The table follows the bands of fcc rhodium along two straight lines in reciprocal space. Level point 1 is the zone centre Γ. Points 2 to 4 lead to L, the middle of the hexagonal face of the zone, and points 5 to 7 lead to X, the middle of the square face. Energies count from the Fermi energy, up to which the levels are filled. "Sodium" in the caption is the name of a release of the program, not the metal.

Kohn–Sham levels of fcc rhodium from exciting sodium, with PBE and all-electron LAPW+lo (rgkmax 9), without spin polarisation or spin–orbit coupling, on a 12×12×12 k mesh with Gaussian smearing of 0.028 eV. Levels are counted from the Fermi energy, and the third coordinate of every k point, along reciprocal cell vector c, is 0.

```tsv
point a (reciprocal cell vector)	point b (reciprocal cell vector)	level under 4 (eV)	level under 3 (eV)	level under 2 (eV)	level under 1 (eV)	level over 1 (eV)	level over 2 (eV)
0.0000	0.0000	-3.17	-3.17	-1.065	-1.065	15.799	21.235
0.3333	0.0000	-2.99	-2.04	-0.303	-0.303	12.543	16.630
0.4167	0.0000	-6.16	-3.18	-3.176	-0.284	0.276	0.276
0.5000	0.0000	-46.55	-6.22	-3.250	-3.250	0.514	0.514
0.2500	0.2500	-2.00	-1.54	-1.538	-0.336	18.582	19.009
0.3333	0.3333	-5.45	-0.47	-0.471	-0.467	0.060	16.275
0.5000	0.5000	-46.72	-46.72	-6.429	-6.059	0.483	0.936
```

### Point 1: is the wide separation at Γ a band gap?

At Γ the highest filled level lies at −1.065 eV and the next level only at 15.799 eV. That looks like an insulator, but it describes a single point of the zone. A band gap needs the same number of filled bands at every point, with a range of energy that no band enters anywhere.

Counting electrons shows why rhodium can't meet this condition here. Apart from the deep 4s and 4p shells, each atom brings nine electrons. With paired spins, as this calculation imposes, they fill four and a half bands on average. At Γ six bands are filled, one s-like and five d-like, so other parts of the zone must hold fewer. Bands therefore cross the Fermi energy on the way, and the crystal is a metal.

### Points 2 to 4: why does "level under 1" plunge just before L?

The column reads −0.303, −0.284 and −3.250 eV at these three points. No band falls by 3 eV over the last short step. The columns rank levels by their distance from the Fermi energy, and when a band rises through that energy, every level below it moves up one rank.

Following pairs of equal levels recovers the real bands. The upper d pair starts at −1.065 eV at Γ and continues through −0.303 and 0.276 to 0.514 eV at L. It moves from the "under" columns to the "over" columns between points 2 and 3. A single level, at −0.284 eV at point 3, follows it through the Fermi energy before L is reached. It belongs to a band that is expected to gain p character towards L.

The lower d pair hardly moves over the last step. It sits near −3.18 eV at point 3, in third and second place, and at −3.250 eV at L, where it has become the highest filled pair. The apparent plunge is thus a change of band, caused by others that have emptied.

### Point 4: what lies more than 46 eV down, and why does it hardly move?

At L only three valence bands are still filled. The fourth level down therefore belongs to the 4p shell, an inner shell of the atom, and lies at −46.55 eV. The same shell appears at X, where only two valence bands remain filled.

The highest 4p level differs by just 0.17 eV between L and X. Between the same two points the second-lowest valence level, which is mainly d-like, shifts by 2.8 eV. A band disperses because an electron can hop to neighbouring atoms, and the phase of the wave decides whether the hops lower or raise its energy. The 4p orbitals are compact and barely reach the next atom, so the phase matters little to them. The 4d orbitals overlap much more, and their energy depends on where in the zone one looks.

### Points 5 and 6: where does a d band cross the Fermi energy on the way to X?

The crossing can be estimated from the geometry of the lattice. Let $z$ be the direction of the walk and $t$ the fraction of the way from Γ to X. Of the twelve nearest neighbours of an atom, four lie in its own plane perpendicular to $z$, and the wave has the same phase on them. The other eight lie in the planes above and below, and their combined contribution varies as $\cos\pi t$. If only hops to these neighbours count, a d state that mixes with no other state has the energy

$$E(t)=A+B\cos\pi t .$$

Here $A$ holds the energy of the orbital and the hops within the plane, and $B$ the hops to the other eight atoms.

The $x^2-y^2$ orbital is such a case, because symmetry keeps it apart from s and p states along this line. Its end points are −1.065 eV at Γ and 0.483 eV at X. They fix $A=(-1.065+0.483)/2=-0.291$ eV and $B=(-1.065-0.483)/2=-0.774$ eV.

Two thirds of the way along, at point 6, the cosine is $-1/2$, so the estimate is $-0.291+0.387=0.096$ eV. The table has 0.060 eV there. Halfway, at point 5, the estimate is $A$ itself, and the computed level lies 0.045 eV below it. Neither inner point was used to set $A$ or $B$. The band crosses the Fermi energy between these two points.

This comparison depends on which level is taken for the band, because each inner point has another single level within 2 eV of the estimate. At point 5 it lies far off, at −2.00 eV. At point 6 it lies at −0.467 eV, and the cosine would miss it by 0.56 eV. Both are assigned to the band that mixes with s and p states, so at point 6 above all the cosine helps to identify the band as well as to predict it.

The negative sign of $B$ also explains the direction of the climb. At Γ the wave has equal phase on all atoms, and the hops to the eight neighbours lower the energy. At X their sign is reversed, and the same hops raise it. The state has turned from bonding to antibonding with respect to these neighbours.

### Points 5 to 7: why does the same cosine fail for the neighbouring pair?

The $xz$ and $yz$ orbitals form a pair that rises from −3.17 eV at Γ to 0.936 eV at X. A cosine through these ends puts the pair at −1.117 eV halfway, but the calculation finds −1.538 eV. The error of about 0.4 eV is roughly ten times that for $x^2-y^2$, and it is nearly as large at point 6.

Symmetry offers a reason. Between Γ and X this pair can mix with p states, which lie mainly at higher energy and push it down. At the two end points inversion symmetry forbids the mixing, so a curve drawn through the ends misses the push. Hops to second neighbours would bend the band in the same way and, to leading order, with the same dependence on $t$, so the levels alone don't tell the two causes apart. That shape, scaled to the halfway error, gives 0.32 eV at point 6, where the error is 0.38 eV, so it holds only roughly. Either cause would largely spare $x^2-y^2$: symmetry bars the mixing, and the lobes lie flat in the plane, so they overlap only weakly with the second neighbours along $z$.

The upper d pair on the way to L lies below its own cosine by a similar amount at point 2. There a second d pair of the same symmetry lies lower, and theory lets the two mix and repel each other once Γ is left behind. The coupling is expected to grow towards L, so the upper pair is pushed up most at that end, and a cosine drawn through the raised end runs too high on the way. The lower pair bends the opposite way, as repulsion requires: at point 2 it lies at −2.99 eV, above both its end points. On these lines the simple cosine is a good guide for the one band tested that is alone in its symmetry, and a rough one for the two pairs that have partners.

### Point 7: why are the d levels so much further apart at X than at Γ?

At Γ the two groups of d levels are 2.1 eV apart. At X the d levels span at least 7.0 eV, counted from the higher of the two low levels. One of these two is the $xy$ state and the other contains some s character, so the span of the purely d-like states depends on which is which.

The reason is again the phase of the hops. An $xy$ orbital points its lobes at the four neighbours in its plane, and at Γ this head-on overlap lowers its energy. Its sideways overlap with the other eight raises it, so the two effects partly cancel. At X the eight neighbours change sign, the sideways overlap now lowers the energy too, and the $xy$ state sinks to the bottom of the d band.

For $xz$ and $yz$ the head-on neighbours are among those that change sign. Their strongest overlap becomes antibonding at X, while their sideways contributions largely cancel. These states therefore rise to the top. At X nothing strong opposes the bonding in $xy$ or the antibonding in $xz$ and $yz$, whereas at Γ head-on and sideways overlap work against each other within each state.

### All points: which digits can be trusted?

The third decimal helps to recognise pairs: −3.18 and −3.176 eV at point 3 are the same level printed with different precision. It shouldn't be read as accuracy. Mesh and cutoffs are those of ordinary work, and the table doesn't vary them. Kohn–Sham levels also aren't exactly the energies at which electrons leave or enter a metal, so against measured bands even the first decimal is uncertain.

Spin–orbit coupling, which is left out, would shift some levels as well. In the 4d shell of rhodium it amounts to roughly 0.1 to 0.2 eV and would split several of the pairs. The near-coincidence of three levels around −0.47 eV at point 6 would not survive it. The level at 0.060 eV at the same point is best read as lying close to a crossing, not as firmly empty. In the 4p shell the coupling is far stronger, a few eV, so the 4p positions in the table describe an average of that shell.

### Beyond the table: what would change with another element?

Palladium, the next element, has one more electron and the same lattice type. The extra electron goes largely into the upper d states, so that only a small share of the d states remains empty. In silver the d band is full and lies well below the Fermi energy. Its levels would no longer change rank through d bands that empty towards L and X.

This filling also decides how strongly the atoms are bound. The last d states to be filled are the antibonding ones, such as those at the top of the band at X. Rhodium leaves some of them empty and keeps strong d bonding. Silver fills them and loses most of it, which is a main reason why silver melts at a much lower temperature.
